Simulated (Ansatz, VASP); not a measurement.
**One calculation of I, two programs**

Contents of INCAR:

```
  PREC = Accurate
  ENCUT = 520
  EDIFF = 1E-7
  ISMEAR = -1
  SIGMA = 0.05
  LREAL = F
  LASPH = T
  NELM = 100
  ALGO = Normal
  ISIF = 2
  LWAVE = F
  LCHARG = F
  GGA = PS
  NBANDS = 10
```

Contents of KPOINTS:

```
Automatic mesh
0
Gamma
  14 14 14
```

POSCAR

```
I
1.0
    0.0000000000      2.4722713138      2.4722713138
    2.4722713138      0.0000000000      2.4722713138
    2.4722713138      2.4722713138      0.0000000000
I
1
Direct
    0.0000000000      0.0000000000      0.0000000000
```

Input for Ansatz:

```yaml
crystal:
  lattice:
    - [0.0, 2.4722713138, 2.4722713138]
    - [2.4722713138, 0.0, 2.4722713138]
    - [2.4722713138, 2.4722713138, 0.0]
  atoms:
    - { symbol: I, position: [0.0, 0.0, 0.0] }
kpoints:
  mp_grid: { grid: [14, 14, 14] }
scf:
  occupations: { method: fermi_dirac, width: 0.05 }
hamiltonian:
  xc: pbesol
  pseudopotentials: { kind: all_electron, lapw: { basis_error: 0.001 } }
output:
  forces: true
  stress: true
  eigenvalues: true
  populations: true
```

Change from the starting cell: volume scaled by 0.95, LAPW.

Alike in both runs: task single point; functional PBEsol; k mesh 14 × 14 × 14; occupations fermi-dirac, width 0.05 eV; no spin polarisation.

|  | VASP | Ansatz |
| --- | --- | --- |
| version | VASP 6.6.1 | Ansatz 0.2.0 |
| potentials or method | VASP PAW PBE potentials, release 64 (I) | all-electron LAPW, scalar-relativistic |
| plane-wave cutoff (eV) | 520 | see its input |

```tsv
	VASP	Ansatz	Ansatz less VASP
pressure (GPa)	2.0	2.0	+0.01
```

Ansatz ran all-electron here, so the differences hold the error of VASP's frozen core and of both bases.

Caveats: the PAW data sets were made with another functional, which shifts forces and pressure a little (VASP); an odd number of electrons without spin polarisation forces a metal; a magnetic or distorted state may lie lower. The runs have no spin-orbit coupling, so splittings on I are missing.
